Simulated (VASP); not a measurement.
The system is ZnS (Wurtzite-4H).

```
Zn S
1.0
     3.82270    0.00000    0.00000
    -1.91135    3.31056    0.00000
     0.00000    0.00000   12.52000
Zn S
4 4
Direct
  0.66667 0.33333 0.75000
  0.33333 0.66667 0.25000
  0.00000 0.00000 0.50000
  0.00000 0.00000 0.00000
  0.66667 0.33333 0.93750
  0.33333 0.66667 0.43750
  0.00000 0.00000 0.68750
  0.00000 0.00000 0.18750
```

```yaml
Program: VASP 6.6.1
Task: relaxation of cell and atoms
Functional: BEEF-vdW
Potentials_or_basis: VASP PAW PBE potentials, release 64 (Zn, S)
Cutoff: 600 eV
k_mesh: 8 × 8 × 3
Occupations: fermi-dirac, width 0.05 eV
Spin: no spin polarisation
```

At the start: pressure 2.7 GPa; volume 19.81 Å³/atom.

Problem. How do energy, volume and symmetry change on relaxing?

Solution. Over 5 steps the energy falls by 5.6 meV/atom and the volume is 20.52 Å³/atom (+3.6 %); space group P6_3mc (No. 186, to 0.05 Å).

Step by step:
```csv
step,energy change (eV),largest force (eV/Å),pressure (GPa),volume (Å³)
1,0.0000,0.0482,2.67,158.44
2,-0.0403,0.0090,-0.74,166.12
3,-0.0450,0.0164,0.01,164.13
4,-0.0450,0.0160,-0.03,164.25
5,-0.0451,0.0066,0.01,164.17
```

Final structure:
```
Zn S
1.0
     3.86870    0.00000    0.00000
    -1.93435    3.35040    0.00000
     0.00000    0.00000   12.66574
Zn S
4 4
Direct
  0.66667 0.33333 0.75002
  0.33333 0.66667 0.25002
  0.00000 0.00000 0.50011
  0.00000 0.00000 0.00011
  0.66667 0.33333 0.93757
  0.33333 0.66667 0.43757
  0.00000 0.00000 0.68730
  0.00000 0.00000 0.18730
```

Caveat: the PAW data sets were made with another functional, which shifts forces and pressure a little.
